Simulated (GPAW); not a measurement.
AlCo:

```
Co Al
1.0
     2.81940    0.00000    0.00000
     0.00000    2.81940    0.00000
     0.00000    0.00000    2.81940
Co Al
1 1
Direct
  0.50000 0.50000 0.50000
  0.00000 0.00000 0.00000
```

The cell is a database's computed one.

Base run:

| Item | Value |
| --- | --- |
| Program | GPAW 26.7.0 |
| Functional | PBEsol |
| Potentials or basis | PAW data sets generated in the run's folder for this functional |
| Cutoff | 600 eV |
| Basis | pw |
| k mesh | 9 × 9 × 9 |
| Occupations | fermi-dirac, width 0.05 eV |
| Spin | collinear spin, ferromagnetic start |
| Starting moments | [2.0, 0.0] μB |
| Hubbard terms | Co d U = 2 eV |

Its results: pressure 0.2 GPa; net moment 0.06 μB per cell; site moments Co +0.09; Al -0.01 μB.

Q: The run is repeated on the same cell with these changes: hubbard terms from Co d U = 2 eV to Co d U = 3 eV. What comes out?

A: Pressure 0.9 GPa; net moment 0.24 μB per cell; site moments Co +0.39; Al -0.03 μB.

Caveats: the U is typed as a test and isn't derived for this compound.
